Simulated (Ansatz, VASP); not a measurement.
**ZnS in VASP and in Ansatz**

```
Zn S
1.0
     0.11945    2.70577    2.70577
     2.70577    0.11945    2.70577
     2.70577    2.70577    0.11945
Zn S
1 1
Direct
  0.00430 0.00430 0.00430
  0.24570 0.24570 0.24570
```

Change from the starting cell: epitaxial_111 strain -4.0%.

Alike in both runs: task single point; functional PBE; k mesh 8 × 8 × 8; occupations fermi-dirac, width 0.02 eV; no spin polarisation.

```csv
,VASP,Ansatz
version,VASP 6.6.1,Ansatz 0.2.0
potentials or method,"VASP PAW PBE potentials, release 64 (Zn, S)","plane waves, PAW"
plane-wave cutoff (eV),520,420
valence electrons in the cell,18,18
```

|  | VASP | Ansatz | Ansatz less VASP |
| --- | --- | --- | --- |
| gap on the k mesh at the Fermi level (eV) | 2.13 | 2.12 | -0.007 |
| pressure (GPa) | 7.2 | 7.1 | -0.16 |
| largest component of the traceless stress (GPa) | 2.27 | 2.28 | +0.003 |
| rms of the force components (eV/Å) | 0.013 | 0.012 | -0.0014 |

Atom by atom the forces differ by 0.001 eV/Å (rms over components). The functional is the same, so the differences come from potentials, cutoffs and numerics.
